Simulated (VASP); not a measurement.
# Sb in VASP: a series of runs

One sheet, Sb, is run at these levels: PBEsol, PBE+dDsC; tasks: relaxation of the atoms.

Program: VASP 6.6.1. These are calculated values, not measurements. Logs are shortened: lines on timing, memory, paths and dates and some standing lists are left out, and cuts for length are marked.

**1. Starting point**

The cell holds a sheet with vacuum, 2 atoms: a = 3.231 Å, b = 3.110 Å, c = 31.360 Å, α = 90.00°, β = 90.00°, γ = 90.00°.

The cell was built by a generator and needn't be a form met in nature.

**2. Relaxation of the atoms, PBEsol**

The input, INCAR:

```
ALGO     = Fast           # electronic algorithm
DIPOL    = 0.5 0.5 0.287
EDIFF    = 1E-7           # SCF threshold, eV
EDIFFG   = -0.01          # ionic threshold
ENCUT    = 520            # plane-wave cutoff, eV
GGA      = PS             # functional
IBRION   = 2              # ionic algorithm
IDIPOL   = 3            
ISIF     = 2              # what is computed and relaxed
ISMEAR   = 0              # smearing method
LASPH    = T              # aspherical terms in the spheres
LCHARG   = F              # write CHGCAR
LDIPOL   = T            
LREAL    = F              # projectors in reciprocal space
LWAVE    = F              # write WAVECAR
NELM     = 80             # most SCF steps
NSW      = 40             # ionic steps
PREC     = Accurate       # precision mode
SIGMA    = 0.05           # smearing width, eV
```

The input, KPOINTS:

```
k-points
0
Gamma
  8 9 1
```

The input, POSCAR:

```
Sb
1.0
    3.2305600000      0.0000000000      0.0000000000
    0.0000000000      3.1098000000      0.0000000000
    0.0000000000      0.0000000000     31.3600000000
Sb
2
Selective dynamics
Direct
    0.0000000000      0.0000000000      0.2463800000  F F F
    0.5000000000      0.0000000000      0.3276000000  T T T
```

Potentials or basis: VASP PAW PBE potentials, release 64 (Sb).

Started as:

```
cat potpaw_PBE.64/Sb/POTCAR > POTCAR
mpirun -np 1 vasp_std > vasp.out
```

OUTCAR:

```text
EDIFF = 1E-7
   EDIFFG = -0.01
   ENCUT = 520
   GGA = PS
   IBRION = 2
   ISIF = 2
   ISMEAR = 0
   LASPH = T
   LREAL = F
   NELM = 80
   NSW = 40
   PREC = Accurate

 ion  position               nearest neighbor table
   1  0.000  0.000  0.246-   2 3.02   2 3.02
   2  0.500  0.000  0.328-   1 3.02   1 3.02

  LATTYP: Found a simple orthorhombic cell.
 ALAT       =     3.1098000000
 B/A-ratio  =     1.0388320792
 C/A-ratio  =    10.0842497910

  Lattice vectors:

 A1 = (   0.0000000000,  -3.1098000000,   0.0000000000)
 A2 = (   3.2305600000,   0.0000000000,   0.0000000000)
 A3 = (   0.0000000000,   0.0000000000,  31.3600000000)

Analysis of symmetry for initial positions (statically):
=====================================================================
 Subroutine PRICEL returns:
 Original cell was already a primitive cell.

 Routine SETGRP: Setting up the symmetry group for a
 simple orthorhombic supercell.

 Subroutine GETGRP returns: Found  8 space group operations
 (whereof  4 operations were pure point group operations)
 out of a pool of  8 trial point group operations.

The static configuration has the point symmetry C_2v.
 The point group associated with its full space group is D_2h.

Analysis of symmetry for dynamics (positions and initial velocities):
=====================================================================
 Subroutine PRICEL returns:
 Original cell was already a primitive cell.

 Routine SETGRP: Setting up the symmetry group for a
 simple orthorhombic supercell.

 Subroutine GETGRP returns: Found  8 space group operations
 (whereof  4 operations were pure point group operations)
 out of a pool of  8 trial point group operations.

The dynamic configuration has the point symmetry C_2v.
 The point group associated with its full space group is D_2h.

Analysis of constrained symmetry for selective dynamics:
=====================================================================
 Subroutine PRICEL returns:
 Original cell was already a primitive cell.

 Routine SETGRP: Setting up the symmetry group for a
 simple orthorhombic supercell.

 Subroutine GETGRP returns: Found  4 space group operations
 (whereof  4 operations were pure point group operations)
 out of a pool of  8 trial point group operations.

The constrained configuration has the point symmetry C_2v.

 Subroutine INISYM returns: Found  4 space group operations
 (whereof  4 operations are pure point group operations),
 and found     1 'primitive' translations

----------------------------------------------------------------------------------------

                                     Primitive cell

  volume of cell :     315.0550

  direct lattice vectors                    reciprocal lattice vectors
     3.230560000  0.000000000  0.000000000     0.309543856  0.000000000  0.000000000
     0.000000000  3.109800000  0.000000000     0.000000000  0.321564088  0.000000000
     0.000000000  0.000000000 31.360000000     0.000000000  0.000000000  0.031887755

  length of vectors
     3.230560000  3.109800000 31.360000000     0.309543856  0.321564088  0.031887755

  position of ions in fractional coordinates (direct lattice)
     0.000000000  0.000000000  0.246380000
     0.500000000  0.000000000  0.327600000

  ion indices of the primitive-cell ions
   primitive index   ion index
                 1           1
                 2           2

----------------------------------------------------------------------------------------

 KPOINTS: k-points

Automatic generation of k-mesh.
 Grid dimensions read from file:
 generate k-points for:    8    9    1

 Generating k-lattice:

  Cartesian coordinates                     Fractional coordinates (reciprocal lattice)
     0.038692982  0.000000000  0.000000000     0.125000000  0.000000000  0.000000000
     0.000000000  0.035729343  0.000000000     0.000000000  0.111111111  0.000000000
     0.000000000  0.000000000  0.031887755     0.000000000  0.000000000  1.000000000

  Length of vectors
     0.038692982  0.035729343  0.031887755

  Shift w.r.t. Gamma in fractional coordinates (k-lattice)
[... 38 lines left out ...]
   ions per type =               2
   NGX,Y,Z   is equivalent  to a cutoff of  12.35, 12.83, 12.72 a.u.
   NGXF,Y,Z  is equivalent  to a cutoff of  24.70, 25.66, 25.45 a.u.
 SYSTEM =  unknown system
   PREC   = accura    normal or accurate (medium, high low for compatibility)
   ISTART =      0    job   : 0-new  1-cont  2-samecut
   ICHARG =      2    charge: 1-file 2-atom 10-const
   ISPIN  =      1    spin polarized calculation?
   LNONCOLLINEAR =      F non collinear calculations
   LSORBIT =      F    spin-orbit coupling
   LASPH  =      T    aspherical Exc in radial PAW
   ENCUT  =  520.0 eV  38.22 Ry    6.18 a.u.   6.01  5.78 58.31*2*pi/ulx,y,z
   NELM   =     80;   NELMIN=  2; NELMDL= -5     # of ELM steps
   EDIFF  = 0.1E-06   stopping-criterion for ELM
   LREAL  =      F    real-space projection
   EDIFFG = -.1E-01   stopping-criterion for IOM
   NSW    =     40    number of steps for IOM
   IBRION =      2    ionic relax: 0-MD 1-quasi-New 2-CG
   NFREE  =      1    steps in history (QN), initial steepest desc. (CG)
   ISIF   =      2    stress and relaxation
   ISYM   =      2    0-nonsym 1-usesym 2-fastsym
   POTIM  = 0.5000    time-step for ionic-motion
   TEBEG  =    0.0;   TEEND  =   0.0 temperature during run
   PSTRESS=    0.0 pullay stress
   NELECT =      10.0000    total number of electrons
   NUPDOWN=      -1.0000    fix difference up-down
   EMIN   =  10.00;   EMAX   =-10.00  energy-range for DOS
   EFERMI =   0.00;   METHOD = LEGACY
   ISMEAR =     0;   SIGMA  =   0.05  broadening in eV -4-tet -1-fermi 0-gaus
   EFERMI_NEDOS =   21; number of points for ismear=-14 and -15
   IALGO  =     68    algorithm
   IMIX   =      4    mixing-type and parameters
     AMIX     =   0.40;   BMIX     =  1.00
     AMIX_MAG =   1.60;   BMIX_MAG =  1.00
  volume/ion in A,a.u.               =     157.53      1063.05
  Fermi-wavevector in a.u.,A,eV,Ry     =   0.518338  0.979516  3.655530  0.268674
  Thomas-Fermi vector in A             =   1.535183
   LORBIT       =      0    0 simple, 1 ext, 2 COOP (PROOUT), +10 PAW based schemes
   GGA     = PS    functional components
   LHFCALC =     F    Hartree Fock is set to
   AEXX    =    0.0000 exact exchange contribution
   IVDW    =     0    specifies the selected vdW correction
   LEPSILON=     F    determine dielectric tensor
   LRPA    =     F    only Hartree local field effects (RPA)
 conjugate gradient relaxation of ions
 non-spin polarized calculation
 RMM-DIIS sequential band-by-band and
 Gauss-broadening in eV      SIGMA  =   0.05
  energy-cutoff  :      520.00
  volume of cell :      315.05
 maximum number of plane-waves:      8552
   NGX = 13   NGY = 11   NGZ =117

--------------------------------------- Ionic step        1  -------------------------------------------

 number of electron      10.0000000 magnetization

 number of electron       9.9999999 magnetization

 Free energy of the ion-electron system (eV)
  ---------------------------------------------------
  ext. energy  EPLUGINS =         0.00000000
  ---------------------------------------------------
  free energy    TOTEN  =        -8.52811767 eV

  energy without entropy =       -8.52516728  energy(sigma->0) =       -8.52664247

------------------------ aborting loop because EDIFF is reached ----------------------------------------

  FORCE on cell =-STRESS in cart. coord.  units (eV):
  Direction    XX          YY          ZZ          XY          YZ          ZX
  --------------------------------------------------------------------------------------
  -------------------------------------------------------------------------------------
  Total        0.3589524     -0.7977996     -0.3804292      0.0000000      0.0000000      0.0000000
  in kB        1.8254127     -4.0571221     -1.9346307      0.0000000      0.0000000      0.0000000
  external PRESSURE =      -1.3887800 kB  Pullay stress =       0.0000000 kB
[... 17 lines left out ...]
  FREE ENERGIE OF THE ION-ELECTRON SYSTEM (eV)
  ---------------------------------------------------
  free  energy   TOTEN  =        -8.5281176668 eV

  energy  without entropy=       -8.5251672785  energy(sigma->0) =       -8.52664247

 dipolmoment           0.000000      0.000000      0.000019 electrons x Angstroem

--------------------------------------- Ionic step        2  -------------------------------------------

 number of electron       9.9999999 magnetization

------------------------ aborting loop because EDIFF is reached ----------------------------------------
[... 67 lines left out ...]
--------------------------------------- Ionic step        4  -------------------------------------------

 number of electron       9.9999999 magnetization

 dipolmoment           0.000000      0.000000     -0.000025 electrons x Angstroem

 Free energy of the ion-electron system (eV)
  ---------------------------------------------------
  ext. energy  EPLUGINS =         0.00000000
  ---------------------------------------------------
  free energy    TOTEN  =        -8.52999106 eV

  energy without entropy =       -8.52702059  energy(sigma->0) =       -8.52850583

 E-fermi :  -1.8457     XC(G=0):  -2.2088

 val. band max:       -1.8537753802   @ k =   0.2500   0.1111   0.0000
 cond. band min:      -1.7226376206   @ k =   0.3750   0.3333   0.0000
 fundamental gap:      0.1311377597
 Fermi energy:        -1.8457459441

 k-point     1 :       0.0000    0.0000    0.0000
  band No.  band energies     occupation
      1     -14.4617      2.00000
      2     -11.8086      2.00000
      3      -5.8385      2.00000
      4      -1.2373      0.00000
      5      -0.0348      0.00000
      6       1.2291      0.00000
      7       1.6498      0.00000
      8       2.0804      0.00000
      9       2.1862      0.00000
[... 265 lines left out ...]
 k-point    24 :       0.3750    0.4444    0.0000
  band No.  band energies     occupation
      1     -10.2897      2.00000
      2      -8.2612      2.00000
      3      -5.5446      2.00000
      4      -4.7803      2.00000
      5      -4.2475      2.00000
      6      -3.2161      2.00000
      7      -1.0654      0.00000
      8       1.2553      0.00000
      9       1.4049      0.00000

 [... further k-points ...]

------------------------ aborting loop because EDIFF is reached ----------------------------------------

 vacuum level on the upper side and lower side of the slab       (xc-potential included)        -0.007        -0.006

  FORCE on cell =-STRESS in cart. coord.  units (eV):
  Direction    XX          YY          ZZ          XY          YZ          ZX
  --------------------------------------------------------------------------------------
  -------------------------------------------------------------------------------------
  Total        0.5030311     -0.8269743     -0.0012596      0.0000000      0.0000000      0.0000000
  in kB        2.5581095     -4.2054869     -0.0064055      0.0000000      0.0000000      0.0000000
  external PRESSURE =      -0.5512609 kB  Pullay stress =       0.0000000 kB
[... 17 lines left out ...]
  FREE ENERGIE OF THE ION-ELECTRON SYSTEM (eV)
  ---------------------------------------------------
  free  energy   TOTEN  =        -8.5299910634 eV

  energy  without entropy=       -8.5270205904  energy(sigma->0) =       -8.52850583

 reached required accuracy - stopping structural energy minimisation

 vacuum level on the upper side and lower side of the slab         2.099         2.100
```

Run time: 1.7 min. Hardware: 1 thread of Intel Xeon 6975P-C (Granite Rapids), shared host; peak memory 0.4 GiB.

Results:

- Free energy: -8.5300 eV
- Energy gained by relaxing: 0.9 meV/atom
- Ionic steps: 4
- Band gap on the k mesh: none (metal or under the smearing width)

The path:
```csv
step,energy change (eV),largest force (eV/Å),pressure (GPa)
1,0.0000,0.1486,-0.14
2,-0.0009,0.1069,-0.12
3,-0.0019,0.0152,-0.06
4,-0.0019,0.0004,-0.06
```

Final structure:
```cif
data_structure
_symmetry_space_group_name_H-M 'P 1'
_symmetry_Int_Tables_number 1
_cell_length_a 3.2306
_cell_length_b 3.1098
_cell_length_c 31.3600
_cell_angle_alpha 90.000
_cell_angle_beta 90.000
_cell_angle_gamma 90.000
_cell_volume 315.05
loop_
_atom_site_label
_atom_site_type_symbol
_atom_site_fract_x
_atom_site_fract_y
_atom_site_fract_z
_atom_site_occupancy
Sb1 Sb 0.00000 0.00000 0.24638 1
Sb2 Sb 0.50000 0.00000 0.32681 1
```

Caveat: the PAW data sets were made with another functional, which shifts forces and pressure a little. Spin-orbit coupling is left out, which matters for the levels of Sb.

**3. Relaxation of the atoms, PBE+dDsC**

The input, INCAR:

```
PREC = Accurate ; ENCUT = 520
EDIFF = 1E-6 ; ISMEAR = 0
SIGMA = 0.05 ; LREAL = F
LASPH = T ; NELM = 100
ALGO = Normal ; ISIF = 2
LWAVE = F ; LCHARG = F
LDIPOL = T ; IDIPOL = 3
DIPOL = 0.5 0.5 0.287 ; GGA = PE
IVDW = 4 ; IBRION = 2
NSW = 40 ; EDIFFG = -0.02
```

The input, KPOINTS:

```
regular mesh
0
Gamma
  8 9 1
```

POSCAR is that of step 2.

Potentials or basis: VASP PAW PBE potentials, release 64 (Sb).

Started as:

```
cat potpaw_PBE.64/Sb/POTCAR > POTCAR
mpirun -np 1 vasp_std > vasp.out
```

OUTCAR:

```text
PREC = Accurate
   ENCUT = 520
   EDIFF = 1E-6
   ISMEAR = 0
   LREAL = F
   LASPH = T
   NELM = 100
   ISIF = 2
   GGA = PE
   IVDW = 4
   IBRION = 2
   NSW = 40
   EDIFFG = -0.02
  IVDW =   4

 ion  position               nearest neighbor table
   1  0.000  0.000  0.246-   2 3.02   2 3.02
   2  0.500  0.000  0.328-   1 3.02   1 3.02

  LATTYP: Found a simple orthorhombic cell.
 ALAT       =     3.1098000000
 B/A-ratio  =     1.0388320792
 C/A-ratio  =    10.0842497910

  Lattice vectors:

 A1 = (   0.0000000000,  -3.1098000000,   0.0000000000)
 A2 = (   3.2305600000,   0.0000000000,   0.0000000000)
 A3 = (   0.0000000000,   0.0000000000,  31.3600000000)

Analysis of symmetry for initial positions (statically):
=====================================================================
 Subroutine PRICEL returns:
 Original cell was already a primitive cell.

 Routine SETGRP: Setting up the symmetry group for a
 simple orthorhombic supercell.

[... 477 lines left out ...]
      4      -4.6286      2.00000
      5      -4.1541      2.00000
      6      -3.1179      2.00000
      7      -1.0046      0.00000
      8       1.2895      0.00000
      9       1.5688      0.00000

 [... further k-points ...]

------------------------ aborting loop because EDIFF is reached ----------------------------------------

 vacuum level on the upper side and lower side of the slab       (xc-potential included)        -0.007        -0.007

  Hirshfeld-DOM and Hirshfeld charges and relative Volumes:
            ion         q(e)           q(e)           rel_vol
   -----------------------------------------------------------
      1     Sb         -0.000          0.000          1.019
      2     Sb          0.000         -0.000          1.019

  dDsC method for vdW energy calculation

  Number of pair interactions contributing to vdW energy:    5186

  Edisp (eV):   -0.39198

  FORCE on cell =-STRESS in cart. coord.  units (eV):
  Direction    XX          YY          ZZ          XY          YZ          ZX
  --------------------------------------------------------------------------------------
  -------------------------------------------------------------------------------------
  Total       0.78663    -0.38891    -0.02277     0.00000     0.00000     0.00000
  in kB       4.00030    -1.97776    -0.11578     0.00000     0.00000     0.00000
  external pressure =        0.64 kB  Pullay stress =        0.00 kB

 VOLUME and BASIS-vectors are now :
 -----------------------------------------------------------------------------
  energy-cutoff  :      520.00
  volume of cell :      315.05
      direct lattice vectors                 reciprocal lattice vectors
     3.230560000  0.000000000  0.000000000     0.309543856  0.000000000  0.000000000
     0.000000000  3.109800000  0.000000000     0.000000000  0.321564088  0.000000000
     0.000000000  0.000000000 31.360000000     0.000000000  0.000000000  0.031887755

 POSITION                                       TOTAL-FORCE (eV/Angst)
 -----------------------------------------------------------------------------------
      0.00000      0.00000      7.72648         0.000000      0.000000      0.007907
      1.61528      0.00000     10.27354         0.000000      0.000000     -0.007907
 -----------------------------------------------------------------------------------
    total drift:                               -0.000000      0.000000     -0.000054

  FREE ENERGIE OF THE ION-ELECTRON SYSTEM (eV)
  ---------------------------------------------------
  free  energy   TOTEN  =        -8.1490261479 eV

  energy  without entropy=       -8.1461499717  energy(sigma->0) =       -8.14758806

 reached required accuracy - stopping structural energy minimisation

 vacuum level on the upper side and lower side of the slab         2.086         2.090
```

It took 45 s on 1 thread of Intel Xeon 6975P-C (Granite Rapids), shared host; peak memory 0.37 GiB.

What came out:

| Quantity | Value |
| --- | --- |
| Free energy | -8.1490 eV |
| Band gap on the k mesh | none (metal or under the smearing width) |
| Dispersion energy per atom | -0.196 eV |

Final structure:
```xyz
2
Lattice="3.2306 0.0000 0.0000 0.0000 3.1098 0.0000 0.0000 0.0000 31.3600" Properties=species:S:1:pos:R:3 pbc="T T T"
Sb    0.0000    0.0000    7.7265
Sb    1.6153    0.0000   10.2735
```

Caveat: the relaxation stopped at its first step, so nothing moved.

**4. The reference run**

An earlier run on the cell as given: functional PBE; potentials or basis VASP PAW PBE potentials, release 64 (Sb); cutoff 520 eV; k mesh 8 × 9 × 1; occupations fermi-dirac, width 0.05 eV; no spin polarisation.

* Largest force: 0.070 eV/Å
* Band gap on the k mesh: none (metal or under the smearing width)

**5. Summary**

```csv
task,level,cell,smearing,atoms held fixed (from 0),gap on the mesh (eV)
relaxation of the atoms,PBEsol,atoms relaxed,gaussian 0.05 eV,[0],none
relaxation of the atoms,PBE+dDsC,atoms relaxed,gaussian 0.05 eV,[0],none
single point,PBE,as given,fermi-dirac 0.05 eV,-,none
```

Alike in all rows: potentials or basis VASP PAW PBE potentials, release 64 (Sb); no spin polarisation; k mesh 8 × 9 × 1; cutoff (eV) 520.

Caveats: the PAW data sets were made with another functional, which shifts forces and pressure a little (some runs); the relaxation stopped at its first step, so nothing moved (some runs).

Total energies depend on the potentials used, so only differences within one code and one set of settings carry meaning.
